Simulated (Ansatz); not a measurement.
# Aluminium, bcc: r²SCAN0 after r²SCAN

How do the levels change when part of the exchange is made exact, and what does it cost? Spin polarisation is left out. The geometry was relaxed under r²SCAN beforehand and is kept. Exact exchange is dear, so the k-mesh is coarse, and r²SCAN is run on the same mesh for comparison.

Computed with Ansatz 0.2.0 (DFT, plane waves (500 eV) with PBE-made PAW files, scalar-relativistic; functionals as named at each step, unless a step says otherwise).

## Step 1: The starting structure

It takes space group Im-3m (No. 229, cubic). Conventional cell: a = 3.191 Å, b = 3.191 Å, c = 3.191 Å, α = 90.00°, β = 90.00°, γ = 90.00°. Al (site symmetry m-3m) has 8 Al at 2.76 Å as nearest neighbours.

As a file:

```
Al
1.0
    -1.59538    1.59538    1.59538
     1.59538   -1.59538    1.59538
     1.59538    1.59538   -1.59538
Al
1
Direct
  0.00000 0.00000 0.00000
```

## Step 2: r²SCAN, coarse mesh

The run with r²SCAN.

input.yaml

```yaml
crystal:
  lattice:
    - [-1.5953822109, 1.5953822109, 1.5953822109]
    - [1.5953822109, -1.5953822109, 1.5953822109]
    - [1.5953822109, 1.5953822109, -1.5953822109]
  atoms:
    - { symbol: Al, position: [0.0, 0.0, 0.0] }
hamiltonian:
  xc: r2scan
  pseudopotentials:
    kind: paw
    azcp:
      Al: "pseudopotentials/Al.paw.azcp"
basis:
  ecutwfc: 500
  fft_grid_basis: typed
kpoints:
  mp_grid: { grid: [7, 7, 7], shift: [0, 0, 0] }
magnetization:
  spin_polarized: false
scf:
  occupations: { method: fermi_dirac, width: 0.1 }
```

Started as:

```console
$ ansatz run input.yaml --threads 4 --pin off --max-ram 8192MiB --backend cpu --events-out ev --progress --plain --runs-dir out
```

The log of the run (excerpt; [...] marks lines left out):

```text
Warning: RAYON_NUM_THREADS=4 ignored (pool sized by the plan → 4); use --threads N
[...]
Pseudopotentials: kind: paw
Pseudopotential: Al, paw, valence charge 3, recommended cutoff 500 eV (meta_gga), <dir>
Functional definition: r2SCAN
[...]
Crystal: 1 atoms, lattice volume = 16.243 Å³
Basis set: ecut = 500 eV, 381 PW (Γ), exchange–correlation on 96×96×96 points (64 copies of the dense FFT grid, shifted against one another)
Bands: 6, of which v1, the nominal top of the filled ones, is band 2 counted from 1 (1 counted from 0)
Symmetry: 48 space group operations
Space group: Im-3m (ITA 229), of the structure as read, at distance tolerance 2.5e-5 Å
k-points: 20 of 343
[...]
SCF iter   1: F=—  HF=-540.281478 eV  |F-HF|=—  |Δ(HF+E_count)|=         —  Δρ=4.66e-3  dr2=3.96e-3  dr2_τ=4.34e-3  ethr=1.77e-3  ⟨swp⟩=4.3  Hψ=1047  notcnv=0
[...]
SCF iter   6: F=-540.288876 eV  HF=-540.288876 eV  |F-HF|=1.54e-9  |Δ(HF+E_count)|=   1.22e-7  Δρ=9.58e-6  dr2=1.48e-8  dr2_τ=1.02e-11  ethr=3.33e-9  ⟨swp⟩=1.0  Hψ=284  notcnv=0
[...]
SCF converged after 6 iterations
Free energy (F): -540.288876 eV
[...]
E sigma→0 (E₀):  -540.279604 eV
Entropy (-TS):   -0.018544 eV (-18.544 meV/atom)
Fermi energy:    8.262667 eV
[...]
```

Wall time 0.32 s (4 threads of Intel Xeon Platinum 8488C (Sapphire Rapids), shared host); peak memory 0.33 GiB.

## Step 3: r²SCAN0 on the coarse mesh

The run with r²SCAN0.

input.yaml, as its differences from that of step 2:

```diff
@@ -8,3 +8,3 @@
 hamiltonian:
-  xc: r2scan
+  xc: r2scan0
   pseudopotentials:
```

Started as:

```console
$ ansatz run input.yaml --threads 4 --pin off --max-ram 8192MiB --backend cpu --events-out ev --progress --plain --runs-dir out
```

The log of the run (excerpt; [...] marks lines left out):

```text
Warning: RAYON_NUM_THREADS=4 ignored (pool sized by the plan → 4); use --threads N
[...]
[... 2 set-up lines as earlier in the session ...]
Functional definition: r2SCAN0
[...]
Crystal: 1 atoms, lattice volume = 16.243 Å³
Basis set: ecut = 500 eV, 381 PW (Γ), exchange–correlation on 96×96×96 points (64 copies of the dense FFT grid, shifted against one another)
Bands: 6, of which v1, the nominal top of the filled ones, is band 2 counted from 1 (1 counted from 0)
[... 2 set-up lines as earlier in the session ...]
k-points: 20 of 343
[...]
SCF iter   1: F=—  HF=-540.281353 eV  |F-HF|=—  |Δ(HF+E_count)|=         —  Δρ=4.80e-3  dr2=4.20e-3  dr2_τ=4.34e-3  ethr=1.77e-3  ⟨swp⟩=6.2  Hψ=610  notcnv=0
[...]
Frozen-core exchange: fock
[...]
exact exchange: an outer loop of this run ended on a state whose frontier levels can be filled otherwise, and a further loop was made from that state with electrons moved between them. It converged no lower than the two loops' stops tell apart, in 37 SCF iterations, so its state is not used
hybrid SCF converged: 2 outer / 12 inner (+7 warm-up), last move |dexx| = 1.88e-6 eV, tail = 7.38e-8 eV
Stability not checked: this state was not tested for a lower state beside it, because the functional holds exact exchange (a hybrid, or Hartree-Fock), whose exchange loop this test does not read (fock_operator; see scf.lower_state_search)
Free energy (F): -540.065187 eV
Frozen-core exchange: fock
[...]
E sigma→0 (E₀):  -540.058081 eV
Entropy (-TS):   -0.014211 eV (-14.211 meV/atom)
Fermi energy:    8.356542 eV
[...]
--- Band table (eV; the first three rows and the last of 20) ---
  k-point 0: bands = ["-5.5046", "23.2900", "23.2900", "23.2900"]
[...]
  guard bands above this table: 2 of the run's 6 bands. The solve was not asked for them (output.publish_guard_bands: true or output.eigenvalues: true publishes all)
```

It took 7.1 s on 4 threads of Intel Xeon Platinum 8488C (Sapphire Rapids), shared host; peak memory 0.7 GiB.

## Step 4: Side by side

```csv
functional,gap on the mesh,Fermi energy (eV),SCF cycles,exchange loops,CPU time
r²SCAN,none (levels filled in part),8.263,6,-,0.7 s
r²SCAN0,none (levels filled in part),8.357,19,2,22 s
```

## Step 5: Results

| quantity | value |
| --- | --- |
| r²SCAN: gap | none (levels filled in part) |
| r²SCAN0: gap | none (levels filled in part) |
| r²SCAN0: SCF cycles, exchange loops | 19, 2 |
| r²SCAN0: CPU time over that of r²SCAN | 32 |
| r²SCAN0: relative to fcc | +140 meV/atom |

**Reading.** Neither r²SCAN nor r²SCAN0 shows a clean gap on this mesh. r²SCAN0 cost 32 times the CPU time of r²SCAN. The exchange operator of r²SCAN0 was renewed in 2 outer loops. To compare with dense-mesh energies, the change of r²SCAN from this mesh and smearing to its dense run (-18.5 meV/atom, from a run not shown) is added. Under r²SCAN0 it lies 140 meV/atom above fcc (computed apart in the same way); on such meshes a few tens of meV are uncertain for metals. The total energies in the logs cannot be compared from one functional to another.
